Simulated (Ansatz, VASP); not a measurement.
## One calculation of Sb, two programs

```xyz
1
Lattice="3.1600 0.0000 0.0000 0.0000 3.1600 0.0000 0.0000 0.0000 3.1600" Properties=species:S:1:pos:R:3 pbc="T T T"
Sb    0.0000    0.0000    0.0000
```

This isn't the form of Sb at room conditions, which is rhombohedral.

Alike in both runs: task relaxation of cell and atoms; functional r2SCAN; k mesh 14 × 14 × 14; occupations gaussian, width 0.1 eV; no spin polarisation.

```csv
,VASP,Ansatz
version,VASP 6.6.1,Ansatz 0.2.0
potentials or method,"VASP PAW PBE potentials, release 64 (Sb)","scalar-relativistic, plane waves, PAW"
plane-wave cutoff (eV),600,500
valence electrons in the cell,5,15
```

```csv
,VASP,Ansatz,Ansatz less VASP
"gap on the k mesh at the Fermi level, each at its own relaxed structure (eV)",none,none,-
relaxed volume (Å³/atom),29.44,29.43,-0.008
relaxed cell length with the largest relative difference (Å),3.088,3.088,-0.0003
energy change over the relaxation (meV/atom),-25,-25,-0.1
```

A gap of «none» marks a metal or a gap that the smearing closes. The two sets of potentials don't hold the same shells in valence.

Caveats: the PAW data sets were made with another functional, which shifts forces and pressure a little (VASP). The runs have no spin-orbit coupling, so splittings on Sb are missing.
